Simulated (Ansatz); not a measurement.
# MoS2: the cost of one run

Program: Ansatz 0.2.0. Level of theory: DFT PBE+D3(BJ), scalar-relativistic, plane waves, PAW. These are calculated values, not measurements.

## 1. The starting structure

The structure is trigonal, space group P-3m1 (No. 164). The conventional cell has a = 3.161 Å, b = 3.161 Å, c = 27.277 Å, α = 90.00°, β = 90.00°, γ = 120.00°. Around S (site symmetry 3m) lie 3 Mo at 2.40 Å. Mo (site symmetry 3m) has 6 S at 2.40 Å as nearest neighbours.

Structure file:

```cif
data_structure
_symmetry_space_group_name_H-M 'P 1'
_symmetry_Int_Tables_number 1
_cell_length_a 3.1610
_cell_length_b 3.1610
_cell_length_c 27.2770
_cell_angle_alpha 90.000
_cell_angle_beta 90.000
_cell_angle_gamma 120.000
_cell_volume 236.03
loop_
_atom_site_label
_atom_site_type_symbol
_atom_site_fract_x
_atom_site_fract_y
_atom_site_fract_z
_atom_site_occupancy
S1 S 0.66667 0.33333 0.32995 1
Mo1 Mo 0.33333 0.66667 0.38732 1
S2 S 0.66667 0.33333 0.44470 1
S3 S 0.33333 0.66667 0.55530 1
Mo2 Mo 0.66667 0.33333 0.61268 1
S4 S 0.33333 0.66667 0.67005 1
```

## 2. Relaxing cell and atoms: Mo2S4 sheet, no spin

Contents of input.yaml:

```yaml
crystal:
  lattice:
    - [3.161, 0.0, 0.0]
    - [-1.5805, 2.7375063014, 0.0]
    - [0.0, 0.0, 27.277]
  atoms:
    - { symbol: S, position: [0.6666666667, 0.3333333333, 0.3299483081] }
    - { symbol: Mo, position: [0.3333333333, 0.6666666667, 0.3873226528] }
    - { symbol: S, position: [0.6666666667, 0.3333333333, 0.4446969975] }
    - { symbol: S, position: [0.3333333333, 0.6666666667, 0.5553030025] }
    - { symbol: Mo, position: [0.6666666667, 0.3333333333, 0.6126773472] }
    - { symbol: S, position: [0.3333333333, 0.6666666667, 0.6700516919] }
  periodic: [true, true, false]
scf:
  occupations: { method: gaussian, width: 0.02 }
  n_extra_bands: 6
output:
  forces: true
  stress: true
  write_density: true
  write_potential: true
  elf: true
  volumetric_format: npy
kpoints:
  mp_grid: { grid: [12, 12, 1] }
hamiltonian:
  xc: pbe
  dispersion: d3bj
relax:
  f_tol: 0.003
  max_steps: 100
  cell: { stress_2d_tol: 0.01 }
```

The run is started by

```console
$ ansatz run input.yaml --threads 4 --pin off --max-ram 10240MiB --backend cpu --events-out ev --progress --plain --runs-dir out
```

What time and memory should one allow on 4 threads of Intel Xeon Platinum 8259CL at 2.50GHz (Skylake/Cascade Lake), shared host?

About 99 s, with a peak of 0.9 GiB.
